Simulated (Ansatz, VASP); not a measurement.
## KF in VASP and in Ansatz

```
K F
1.0
     0.00000    2.53982    2.80717
     2.53982    0.00000    2.80717
     2.53982    2.53982    0.00000
K F
1 1
Cartesian
  0.0000 0.0000 0.0000
  2.5398 2.5398 2.8072
```

Change from the starting cell: strain -0.050 along x and y, +0.050 along z, atoms carried along.

Alike in both runs: task single point; functional PBE; k mesh 8 × 8 × 8; occupations gaussian, width 0.05 eV; no spin polarisation.

```csv
,VASP,Ansatz
version,VASP 6.6.1,Ansatz 0.2.0
potentials or method,"VASP PAW PBE potentials, release 64 (K_sv, F)","scalar-relativistic, plane waves, PAW"
plane-wave cutoff (eV),520,420
valence electrons in the cell,16,16
```

VASP gave:

* gap on the k mesh at the Fermi level (eV): 6.32
* least direct gap on the mesh (eV): 6.32
* pressure (GPa): 4.6
* largest component of the traceless stress (GPa): 4.61

Task: What did Ansatz give for the same quantities?

Result: gap on the k mesh at the Fermi level (eV): 6.34; least direct gap on the mesh (eV): 6.34; pressure (GPa): 4.4; largest component of the traceless stress (GPa): 4.44.

A k mesh can miss the band edges.
